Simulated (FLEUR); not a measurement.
# Ni (P6_3/mmc) in FLEUR: convergence with minDistance

Aim: find how far minDistance must go before the results for Ni settle, at PBEsol. This setting moves, with any that are tied to it; all else stays.

Program: FLEUR MaX-R8.1 (later development tree). These are calculated values, not measurements. Logs are shortened: lines on timing, memory, paths and dates and some standing lists are left out, and cuts for length are marked.

## Step 1: The structure

Symmetry: P6_3/mmc, No. 194, hexagonal system. Conventional cell: a = 2.448 Å, b = 2.448 Å, c = 4.073 Å, α = 90.00°, β = 90.00°, γ = 120.00°. Ni (site symmetry -6m2) is surrounded by 12 Ni at 2.45 to 2.48 Å.

This isn't the form of Ni at room conditions, which is fcc.

## Step 2: With minDistance 1e-06

File inp.xml:

```xml
<?xml version="1.0" encoding="UTF-8" standalone="no"?>
<fleurInput fleurInputVersion="0.39">
   <comment>
      Ni                                                                                                  
   </comment>
   <calculationSetup>
      <cutoffs Kmax="4.62" Gmax="14.3" GmaxXC="14.3" numbands="0"/>
      <scfLoop itmax="60" minDistance="0.000001" maxIterBroyd="15" imix="Anderson" alpha="0.05" precondParam="0.0" spinf="2.0" sdNocoIR="T"/>
      <coreElectrons ctail="T" frcor="F" kcrel="0" coretail_lmax="0"/>
      <xcFunctional name="PBEs" relativisticCorrections="F"/>
      <magnetism jspins="2"/>
      <soc l_soc="F" theta="0.0" phi="0.0" spav="F"/>
      <expertModes spex="0" secvar="F"/>
      <geometryOptimization l_f="T" forcealpha="1.0" forcemix="BFGS" epsdisp="0.0005" epsforce="0.0002"/>
      <ldaU l_linMix="F" mixParam="0.05" spinf="1.0"/>
   </calculationSetup>
   <cell>
      <bzIntegration valenceElectrons="36.0" mode="hist" fermiSmearingEnergy="0.00183747">
         <kPointListSelection listName="default-1"/>
         <!-- k-points included here -->
         <xi:include xmlns:xi="http://www.w3.org/2001/XInclude" href="kpts.xml"> </xi:include>
      </bzIntegration>
      <!-- symmetry operations included here -->
      <xi:include xmlns:xi="http://www.w3.org/2001/XInclude" href="sym.xml"> </xi:include>
      <bulkLattice scale="1.0">
         <bravaisMatrix>
            <row-1>    4.6260928235916561     0.0000000000000000     0.0000000000000000</row-1>
            <row-2>   -2.3130464117958280     4.0063139056071364     0.0000000000000000</row-2>
            <row-3>    0.0000000000000000     0.0000000000000000     7.6964908654976432</row-3>
         </bravaisMatrix>
      </bulkLattice>
   </cell>
   <atomSpecies>
      <species name="Nickel (Ni1.000" element="Ni" atomicNumber="28">
         <mtSphere radius="2.12" gridPoints="707" logIncrement="0.017"/>
         <atomicCutoffs lmax="9" lnonsphr="9"/>
         <electronConfig flipSpins="F">
            <coreConfig>(1s1/2) (2s1/2) (2p1/2) (2p3/2)</coreConfig>
            <valenceConfig>(3s1/2) (3p1/2) (3p3/2) (4s1/2) (3d3/2) (3d5/2)</valenceConfig>
            <stateOccupation state="(3d3/2)" spinUp="1.6" spinDown="1.6"/>
            <stateOccupation state="(3d5/2)" spinUp="2.9" spinDown="1.9"/>
         </electronConfig>
         <energyParameters s="4" p="4" d="3" f="4"/>
         <lo type="SCLO" l="0" n="3" eDeriv="0"/>
         <lo type="SCLO" l="1" n="3" eDeriv="0"/>
         <lo type="SCLO" l="1" n="3" eDeriv="1"/>
         <lo type="SCLO" l="2" n="3" eDeriv="2"/>
         <lo type="SCLO" l="3" n="4" eDeriv="2"/>
      </species>
   </atomSpecies>
   <atomGroups>
      <atomGroup species="Nickel (Ni1.000">
         <relPos label="                   1">-1.000/3.000 1.000/3.000 -1.000/4.000</relPos>
         <relPos label="                   2">1.000/3.000 -1.000/3.000 1.000/4.000</relPos>
         <force calculate="T" relaxXYZ="TTT"/>
      </atomGroup>
   </atomGroups>
   <output dos="F" band="F" slice="F">
      <checks vchk="F" cdinf="F"/>
      <bandDOS minEnergy="-.5*Htr" maxEnergy="0.5*Htr" sigma="0.015" storeEVData="T"/>
      <vacuumDOS vacdos="F" integ="F" star="F" nstars="0" locx1="0.0" locy1="0.0" locx2="0.0" locy2="0.0" nstm="0" tworkf="0.0"/>
      <unfoldingBand unfoldBand="F" supercellX="1" supercellY="1" supercellZ="1"/>
      <plotting iplot="0" polar="F">
         <plot TwoD="T" vec1="  1.0  0.0  0.0" vec2="  0.0  1.0  0.0" vec3="  0.0  0.0  1.0" zero="  0.0  0.0  0.0" file="plot"/>
      </plotting>
      <chargeDensitySlicing numkpt="0" minEigenval="0.0" maxEigenval="0.0" nnne="0" pallst="F"/>
      <specialOutput eonly="F"/>
      <moessbauerParams electricFieldGradient="T" isomerShift="T" coreHyperfine="T" valenceHyperfine="T"/>
      <magneticCircularDichroism mcd="F" energyLo="-10.0" energyUp="0.0"/>
   </output>
  <!-- We include the file relax.xml here to enable relaxations (see documentation) -->
  <xi:include xmlns:xi="http://www.w3.org/2001/XInclude" href="relax.xml"> <xi:fallback/> </xi:include>
</fleurInput>
```

File crystal.txt:

```
Ni
&input cartesian=F /
2.4480228978  0.0000000000  0.0000000000
-1.2240114489  2.1200500186  0.0000000000
0.0000000000  0.0000000000  4.0728075700
1.8897261246
1.0 1.0 1.0

2
28 0.6666666666  0.3333333332  0.7500000000 : 1.000
28 0.3333333332  0.6666666666  0.2500000000 : 1.000

&kpt div1=10 div2=10 div3=6 gamma=T /
```

Potentials or basis: all-electron, FLAPW.

Run with:

```
inpgen -f crystal.txt -profile fastHighL
# inp.xml edited to the form shown
fleur_MPI
```

It took 1.9 min on 1 thread of Arm Neoverse V2, shared host; peak memory 0.07 GiB.

What came out:

- Free energy: -82698.5206 eV
- Band gap on the k mesh: none (metal or under the smearing width)
- Net moment: 1.35 μB per cell
- Site moments: Ni +0.71 μB
- Valence electrons inside the program's atomic spheres: Ni 16.69 (radii Ni 2.12 bohr)

## Step 3: With minDistance 1e-05

inp.xml, as its differences from that of step 2:

```diff
@@ -7,3 +7,3 @@
       <cutoffs Kmax="4.62" Gmax="14.3" GmaxXC="14.3" numbands="0"/>
-      <scfLoop itmax="60" minDistance="0.000001" maxIterBroyd="15" imix="Anderson" alpha="0.05" precondParam="0.0" spinf="2.0" sdNocoIR="T"/>
+      <scfLoop itmax="60" minDistance="0.00001" maxIterBroyd="15" imix="Anderson" alpha="0.05" precondParam="0.0" spinf="2.0" sdNocoIR="T"/>
       <coreElectrons ctail="T" frcor="F" kcrel="0" coretail_lmax="0"/>
```

crystal.txt is that of step 2.

Potentials or basis: all-electron, FLAPW.

Run with:

```
inpgen -f crystal.txt -profile fastHighL
# inp.xml edited to the form shown
fleur_MPI
```

Wall time 1.8 min (1 thread of Arm Neoverse V2, shared host); peak memory 0.07 GiB.

Results:

* Free energy: -82698.5206 eV
* Band gap on the k mesh: none (metal or under the smearing width)
* Net moment: 1.35 μB per cell
* Site moments: Ni +0.71 μB
* Valence electrons inside the program's atomic spheres: Ni 16.69 (radii Ni 2.12 bohr)

## Step 4: With minDistance 0.0001

inp.xml, as its differences from that of step 3:

```diff
@@ -7,3 +7,3 @@
       <cutoffs Kmax="4.62" Gmax="14.3" GmaxXC="14.3" numbands="0"/>
-      <scfLoop itmax="60" minDistance="0.00001" maxIterBroyd="15" imix="Anderson" alpha="0.05" precondParam="0.0" spinf="2.0" sdNocoIR="T"/>
+      <scfLoop itmax="60" minDistance="0.0001" maxIterBroyd="15" imix="Anderson" alpha="0.05" precondParam="0.0" spinf="2.0" sdNocoIR="T"/>
       <coreElectrons ctail="T" frcor="F" kcrel="0" coretail_lmax="0"/>
```

crystal.txt is that of step 3.

Run with:

```
inpgen -f crystal.txt -profile fastHighL
# inp.xml edited to the form shown
fleur_MPI
```

Run time: 97 s. Hardware: 1 thread of Arm Neoverse V2, shared host; peak memory 0.07 GiB.

Results:

```
Free energy                                           : -82698.5206 eV
Band gap on the k mesh                                : none (metal or under the smearing width)
Net moment                                            : 1.35 μB per cell
Site moments                                          : Ni +0.71 μB
Valence electrons inside the program's atomic spheres : Ni 16.69 (radii Ni 2.12 bohr)
```

## Step 5: With minDistance 0.001

inp.xml, as its differences from that of step 4:

```diff
@@ -7,3 +7,3 @@
       <cutoffs Kmax="4.62" Gmax="14.3" GmaxXC="14.3" numbands="0"/>
-      <scfLoop itmax="60" minDistance="0.0001" maxIterBroyd="15" imix="Anderson" alpha="0.05" precondParam="0.0" spinf="2.0" sdNocoIR="T"/>
+      <scfLoop itmax="60" minDistance="0.001" maxIterBroyd="15" imix="Anderson" alpha="0.05" precondParam="0.0" spinf="2.0" sdNocoIR="T"/>
       <coreElectrons ctail="T" frcor="F" kcrel="0" coretail_lmax="0"/>
```

crystal.txt is that of step 4.

Run with:

```
inpgen -f crystal.txt -profile fastHighL
# inp.xml edited to the form shown
fleur_MPI
```

Run time: 80 s. Hardware: 1 thread of Arm Neoverse V2, shared host; peak memory 0.07 GiB.

Results:

| Quantity | Value |
| --- | --- |
| Free energy | -82698.5206 eV |
| Band gap on the k mesh | none (metal or under the smearing width) |
| Net moment | 1.35 μB per cell |
| Site moments | Ni +0.71 μB |
| Valence electrons inside the program's atomic spheres | Ni 16.69 (radii Ni 2.12 bohr) |

## Step 6: With minDistance 0.01

inp.xml, as its differences from that of step 5:

```diff
@@ -7,3 +7,3 @@
       <cutoffs Kmax="4.62" Gmax="14.3" GmaxXC="14.3" numbands="0"/>
-      <scfLoop itmax="60" minDistance="0.001" maxIterBroyd="15" imix="Anderson" alpha="0.05" precondParam="0.0" spinf="2.0" sdNocoIR="T"/>
+      <scfLoop itmax="60" minDistance="0.01" maxIterBroyd="15" imix="Anderson" alpha="0.05" precondParam="0.0" spinf="2.0" sdNocoIR="T"/>
       <coreElectrons ctail="T" frcor="F" kcrel="0" coretail_lmax="0"/>
```

crystal.txt is that of step 5.

Potentials or basis: all-electron, FLAPW.

Run with:

```
inpgen -f crystal.txt -profile fastHighL
# inp.xml edited to the form shown
fleur_MPI
```

Run time: 64 s. Hardware: 1 thread of Arm Neoverse V2, shared host; peak memory 0.07 GiB.

What came out:

| Quantity | Value |
| --- | --- |
| Free energy | -82698.5206 eV |
| Band gap on the k mesh | none (metal or under the smearing width) |
| Net moment | 1.35 μB per cell |
| Site moments | Ni +0.71 μB |
| Valence electrons inside the program's atomic spheres | Ni 16.69 (radii Ni 2.12 bohr) |

## Step 7: With minDistance 0.03

inp.xml, as its differences from that of step 6:

```diff
@@ -7,3 +7,3 @@
       <cutoffs Kmax="4.62" Gmax="14.3" GmaxXC="14.3" numbands="0"/>
-      <scfLoop itmax="60" minDistance="0.01" maxIterBroyd="15" imix="Anderson" alpha="0.05" precondParam="0.0" spinf="2.0" sdNocoIR="T"/>
+      <scfLoop itmax="60" minDistance="0.03" maxIterBroyd="15" imix="Anderson" alpha="0.05" precondParam="0.0" spinf="2.0" sdNocoIR="T"/>
       <coreElectrons ctail="T" frcor="F" kcrel="0" coretail_lmax="0"/>
```

crystal.txt is that of step 6.

Run with:

```
inpgen -f crystal.txt -profile fastHighL
# inp.xml edited to the form shown
fleur_MPI
```

Run time: 64 s. Hardware: 1 thread of Arm Neoverse V2, shared host; peak memory 0.07 GiB.

What came out:

```yaml
Free_energy: -82698.5206 eV
Band_gap_on_the_k_mesh: none (metal or under the smearing width)
Net_moment: 1.35 μB per cell
Site_moments: Ni +0.71 μB
Valence_electrons_inside_the_program's_atomic_spheres: Ni 16.69 (radii Ni 2.12 bohr)
```

(Part 1 of 2 ends here.)
